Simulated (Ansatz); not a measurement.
**BaTe: a single-point run**

Wanted: a converged single-point run for BaTe, and a check of what comes out. The structure is shown as the input types it. The cell is built on a prototype (zincblende) and needn't be the phase found in nature.

Computed with Ansatz 0.2.0 (density functional or hybrid calculation with the settings of its input, plane waves (as first typed), unless a step's input says otherwise).

7 further runs of the same task are left out: 1 for a known fault of the program, 6 that didn't finish.

**1. The system as given**

Symmetry: F-43m, No. 216, cubic system. Conventional cell: a = 7.828 Å, b = 7.828 Å, c = 7.828 Å, α = 90.00°, β = 90.00°, γ = 90.00°. Ba (site symmetry -43m) has 4 Te at 3.39 Å as nearest neighbours. Te (site symmetry -43m) is surrounded by 4 Ba at 3.39 Å.

The input asks for a charge of +2 e on the cell.

Coordinates:

```
CELL_PARAMETERS angstrom
0.00000 3.91416 3.91416
3.91416 0.00000 3.91416
3.91416 3.91416 0.00000
ATOMIC_POSITIONS crystal
Ba 0.00000 0.00000 0.00000
Te 0.25000 0.25000 0.25000
```

**2. The run**

input.yaml

```yaml
crystal:
  lattice:
    - [0.0, 3.9141586662, 3.9141586662]
    - [3.9141586662, 0.0, 3.9141586662]
    - [3.9141586662, 3.9141586662, 0.0]
  atoms:
    - { symbol: Ba, position: [0.0, 0.0, 0.0] }
    - { symbol: Te, position: [0.25, 0.25, 0.25] }
kpoints:
  mp_grid: { grid: [4, 4, 4] }
hamiltonian:
  xc: r2scan
scf:
  occupations: { method: fixed }
  n_extra_bands: 4
  max_iter: 66
output:
  forces: true
  stress: true
  eigenvalues: true
total_charge: 2
```

Started as:

```
> ansatz run input.yaml --threads 4 --pin off --max-ram 3686MiB --backend cpu --events-out ev --progress --plain --runs-dir out
```

Q: Will this input give a usable result? If not, why, and what should change?

This run ends as converged, with warnings (band overlap at count, metallic iterate, unresolved pair at count). Its log warns: «a fill by count may have filled part of one level: at k-index 2 the highest filled band, 1.608220 eV, and the lowest empty band, 1.608220 eV, stand 2.220e-15 eV apart ...»

Look at the input: total_charge is 2. With this charge the calculation describes a differently charged system.

To check: delete total_charge (the default then holds).
